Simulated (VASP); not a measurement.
# Sb (Fm-3m) in VASP: further runs

The runs below take Sb through single point, with r2SCAN.

Everything below comes from runs of VASP 6.6.1. Logs are shortened: lines on timing, memory, paths and dates and some standing lists are left out, and cuts for length are marked.

## (1) The crystal as given

It takes space group Fm-3m (No. 225, cubic). The conventional cell has a = 4.742 Å, b = 4.742 Å, c = 4.742 Å, α = 90.00°, β = 90.00°, γ = 90.00°. Sb (site symmetry m-3m) is surrounded by 12 Sb at 3.35 Å.

This isn't the form of Sb at room conditions, which is rhombohedral.

## (2) Single point, r2SCAN

INCAR reads:

```
PREC = Accurate
ENCUT = 550
EDIFF = 1E-6
ISMEAR = 1
SIGMA = 0.1
LREAL = F
LASPH = T
NELM = 100
ALGO = Normal
ISIF = 2
LWAVE = F
LCHARG = F
METAGGA = R2SCAN
LMIXTAU = T
NBANDS = 8
ADDGRID = F
```

KPOINTS reads:

```
Automatic mesh
0
Gamma
  15 15 15
```

POSCAR reads:

```
Sb
1.0
    0.0000000000      2.3712425216      2.3712425216
    2.3712425216      0.0000000000      2.3712425216
    2.3712425216      2.3712425216      0.0000000000
Sb
1
Direct
    0.0000000000      0.0000000000      0.0000000000
```

Potentials or basis: VASP PAW PBE potentials, release 64 (Sb).

Run with:

```
$ cat potpaw_PBE.64/Sb/POTCAR > POTCAR
$ mpirun -np 1 vasp_std > vasp.out
```

OUTCAR:

```text
PREC = Accurate
   ENCUT = 550
   EDIFF = 1E-6
   ISMEAR = 1
   LREAL = F
   LASPH = T
   NELM = 100
   ISIF = 2
   METAGGA = R2SCAN

 Found    120 irreducible k-points:

 Following reciprocal coordinates:
            Coordinates               Weight
  0.000000  0.000000  0.000000      1.000000
  0.066667  0.000000  0.000000      8.000000
  0.133333  0.000000  0.000000      8.000000
  0.200000  0.000000  0.000000      8.000000
  0.266667  0.000000  0.000000      8.000000
  0.333333  0.000000  0.000000      8.000000
   k-points           NKPTS =    120   k-points in BZ     NKDIM =    120   number of bands    NBANDS=      8
   number of dos      NEDOS =    301   number of ions     NIONS =      1
   total plane-waves  NPLWV =  21952
   dimension x,y,z NGX =    28 NGY =   28 NGZ =   28
   dimension x,y,z NGXF=    56 NGYF=   56 NGZF=   56
   ions per type =               1
   NGX,Y,Z   is equivalent  to a cutoff of  13.88, 13.88, 13.88 a.u.
   NGXF,Y,Z  is equivalent  to a cutoff of  27.76, 27.76, 27.76 a.u.
 SYSTEM =  unknown system
   PREC   = accura    normal or accurate (medium, high low for compatibility)
   ISTART =      0    job   : 0-new  1-cont  2-samecut
   ICHARG =      2    charge: 1-file 2-atom 10-const
   ISPIN  =      1    spin polarized calculation?
   LNONCOLLINEAR =      F non collinear calculations
   LSORBIT =      F    spin-orbit coupling
   LASPH  =      T    aspherical Exc in radial PAW
   ENCUT  =  550.0 eV  40.42 Ry    6.36 a.u.   6.41  6.41  6.41*2*pi/ulx,y,z
   NELM   =    100;   NELMIN=  2; NELMDL= -5     # of ELM steps
   EDIFF  = 0.1E-05   stopping-criterion for ELM
   LREAL  =      F    real-space projection
   EDIFFG = 0.1E-04   stopping-criterion for IOM
   NSW    =      0    number of steps for IOM
   IBRION =     -1    ionic relax: 0-MD 1-quasi-New 2-CG
   NFREE  =      0    steps in history (QN), initial steepest desc. (CG)
   ISIF   =      2    stress and relaxation
   ISYM   =      2    0-nonsym 1-usesym 2-fastsym
   POTIM  = 0.5000    time-step for ionic-motion
   TEBEG  =    0.0;   TEEND  =   0.0 temperature during run
   PSTRESS=    0.0 pullay stress
   NELECT =       5.0000    total number of electrons
   NUPDOWN=      -1.0000    fix difference up-down
   EMIN   =  10.00;   EMAX   =-10.00  energy-range for DOS
   EFERMI =   0.00;   METHOD = LEGACY
   ISMEAR =     1;   SIGMA  =   0.10  broadening in eV -4-tet -1-fermi 0-gaus
   EFERMI_NEDOS =   21; number of points for ismear=-14 and -15
   IALGO  =     38    algorithm
   IMIX   =      4    mixing-type and parameters
     AMIX     =   0.40;   BMIX     =  1.00
     AMIX_MAG =   1.60;   BMIX_MAG =  1.00
  volume/ion in A,a.u.               =      26.67       179.95
  Fermi-wavevector in a.u.,A,eV,Ry     =   0.937013  1.770697 11.945820  0.877993
  Thomas-Fermi vector in A             =   2.064081
   LORBIT       =      0    0 simple, 1 ext, 2 COOP (PROOUT), +10 PAW based schemes
   METAGGA = R2SCAN    functional components
   LHFCALC =     F    Hartree Fock is set to
   AEXX    =    0.0000 exact exchange contribution
   IVDW    =     0    specifies the selected vdW correction
   LEPSILON=     F    determine dielectric tensor
   LRPA    =     F    only Hartree local field effects (RPA)
 non-spin polarized calculation
 Methfessel and Paxton  Order N= 1 SIGMA  =   0.10
  energy-cutoff  :      550.00
  volume of cell :       26.67
 maximum number of plane-waves:       801
 NGX is ok and might be reduce to    28
   NGX = 13   NGY = 13   NGZ = 13

 number of electron       5.0000000 magnetization

 Free energy of the ion-electron system (eV)
  ---------------------------------------------------
  ext. energy  EPLUGINS =         0.00000000
  ---------------------------------------------------
  free energy    TOTEN  =       -25.23174699 eV

  energy without entropy =      -25.23135130  energy(sigma->0) =      -25.23161509

 E-fermi :   8.6289     XC(G=0): -10.8775

 val. band max:        8.6166544631   @ k =  -0.1333   0.2000   0.0667
 cond. band min:       8.6321100579   @ k =  -0.4000   0.4667   0.0667
 fundamental gap:      0.0154555948
 Fermi energy:         8.6288721364

 k-point     1 :       0.0000    0.0000    0.0000
  band No.  band energies     occupation
      1      -5.0653      2.00000
      2      14.3076      0.00000
      3      14.3076      0.00000
      4      14.3076      0.00000
      5      19.0489      0.00000
      6      19.0489      0.00000
      7      19.0489      0.00000
      8      19.6047      0.00000

 k-point     2 :       0.0667    0.0000    0.0000
  band No.  band energies     occupation
      1      -4.9710      2.00000
      2      13.4056      0.00000
      3      14.1756      0.00000
      4      14.1756      0.00000
      5      18.3702      0.00000
      6      19.2613      0.00000
      7      19.2613      0.00000
      8      20.9215      0.00000

 k-point     3 :       0.1333    0.0000    0.0000
  band No.  band energies     occupation
      1      -4.6889      2.00000
      2      11.4923      0.00000
      3      13.8517      0.00000
      4      13.8517      0.00000
      5      17.9098      0.00000
      6      19.7427      0.00000
      7      19.7427      0.00000
      8      21.9914      0.00000

 k-point     4 :       0.2000    0.0000    0.0000
  band No.  band energies     occupation
      1      -4.2221      2.00000
      2       9.3601     -0.00000
      3      13.4615      0.00000
      4      13.4615      0.00000
      5      17.6100      0.00000
      6      19.8806      0.00000
      7      19.8806      0.00000
      8      21.8250      0.00000

 k-point     5 :       0.2667    0.0000    0.0000
  band No.  band energies     occupation
      1      -3.5780      2.00000
      2       7.2795      2.00000
      3      13.0925      0.00000
      4      13.0925      0.00000
      5      17.4280      0.00000
      6      19.3778      0.00000
      7      19.3778      0.00000
      8      20.9409      0.00000

 k-point     6 :       0.3333    0.0000    0.0000
  band No.  band energies     occupation
      1      -2.7768      2.00000
      2       5.3610      2.00000
      3      12.7915      0.00000
      4      12.7915      0.00000
      5      17.3556      0.00000
      6      18.8216      0.00000
      7      18.8216      0.00000
      8      20.1210      0.00000

 [... further k-points ...]

------------------------ aborting loop because EDIFF is reached ----------------------------------------

  FORCE on cell =-STRESS in cart. coord.  units (eV):
  Direction    XX          YY          ZZ          XY          YZ          ZX
  --------------------------------------------------------------------------------------
  -------------------------------------------------------------------------------------
  Total        0.1903932      0.1903932      0.1903932     -0.0000000     -0.0000000     -0.0000000
  in kB       11.4394250     11.4394250     11.4394250     -0.0000000     -0.0000000     -0.0000000
  external PRESSURE =      11.4394250 kB  Pullay stress =       0.0000000 kB

 VOLUME and BASIS-vectors are now :
 -----------------------------------------------------------------------------
  energy-cutoff  :      550.00
  volume of cell :       26.67
      direct lattice vectors                 reciprocal lattice vectors
     0.000000000  2.371242522  2.371242522    -0.210859916  0.210859916  0.210859916
     2.371242522  0.000000000  2.371242522     0.210859916 -0.210859916  0.210859916
     2.371242522  2.371242522  0.000000000     0.210859916  0.210859916 -0.210859916

 POSITION                                       TOTAL-FORCE (eV/Angst)
 -----------------------------------------------------------------------------------
      0.00000      0.00000      0.00000        -0.000000     -0.000000     -0.000000
 -----------------------------------------------------------------------------------
    total drift:                                0.000000      0.000000      0.000000

  FREE ENERGIE OF THE ION-ELECTRON SYSTEM (eV)
  ---------------------------------------------------
  free  energy   TOTEN  =       -25.2317469879 eV

  energy  without entropy=      -25.2313512989  energy(sigma->0) =      -25.23161509
```

Run time: 63 s. Hardware: 1 thread of Intel Xeon 6975P-C (Granite Rapids), shared host; peak memory 0.18 GiB.

These settings aren't checked as converged: the numbers below hold their error.

What came out:

```yaml
Free_energy: -25.2317 eV
Pressure: 1.1 GPa
Band_gap_on_the_k_mesh: none (metal or under the smearing width)
```

Caveat: the PAW data sets were made with another functional, which shifts forces and pressure a little.

## (3) Single point, r2SCAN

INCAR, as its differences from that of step 2:

```diff
@@ -1,2 +1,2 @@
-PREC = Accurate
+PREC = Low
 ENCUT = 550
```

KPOINTS is that of step 2.

POSCAR is that of step 2.

Potentials or basis: VASP PAW PBE potentials, release 64 (Sb).

Run with:

```
$ cat potpaw_PBE.64/Sb/POTCAR > POTCAR
$ mpirun -np 1 vasp_std > vasp.out
```

Wall time 28 s (1 thread of Intel Xeon 6975P-C (Granite Rapids), shared host); peak memory 0.13 GiB.

These settings aren't checked as converged: the numbers below hold their error.

Results:

- Free energy: -25.2318 eV
- Pressure: 1.1 GPa
- Band gap on the k mesh: none (metal or under the smearing width)

Caveat: the PAW data sets were made with another functional, which shifts forces and pressure a little.

## (4) Single point, r2SCAN

INCAR, as its differences from that of step 3:

```diff
@@ -1,2 +1,2 @@
-PREC = Low
+PREC = Normal
 ENCUT = 550
```

KPOINTS is that of step 3.

POSCAR is that of step 3.

Run with:

```
$ cat potpaw_PBE.64/Sb/POTCAR > POTCAR
$ mpirun -np 1 vasp_std > vasp.out
```

Run time: 28 s. Hardware: 1 thread of Intel Xeon 6975P-C (Granite Rapids), shared host; peak memory 0.14 GiB.

The run converged, but some of its settings lie outside the range that counts as converged, so its numbers aren't taken as properties of the crystal.

What came out:

```yaml
Free_energy: -25.2317 eV
Pressure: 1.1 GPa
Band_gap_on_the_k_mesh: none (metal or under the smearing width)
```

Caveat: the PAW data sets were made with another functional, which shifts forces and pressure a little.

## (5) Single point, r2SCAN

INCAR, as its differences from that of step 4:

```diff
@@ -1,2 +1,2 @@
-PREC = Normal
+PREC = Accurate
 ENCUT = 550
@@ -5,3 +5,3 @@
 SIGMA = 0.1
-LREAL = F
+LREAL = Auto
 LASPH = T
```

KPOINTS is that of step 4.

POSCAR is that of step 4.

Run with:

```
$ cat potpaw_PBE.64/Sb/POTCAR > POTCAR
$ mpirun -np 1 vasp_std > vasp.out
```

Run time: 74 s. Hardware: 1 thread of Intel Xeon 6975P-C (Granite Rapids), shared host; peak memory 0.17 GiB.

These settings aren't checked as converged: the numbers below hold their error.

Results:

```yaml
Free_energy: -25.2325 eV
Pressure: 1.2 GPa
Band_gap_on_the_k_mesh: none (metal or under the smearing width)
```

Caveat: the PAW data sets were made with another functional, which shifts forces and pressure a little.
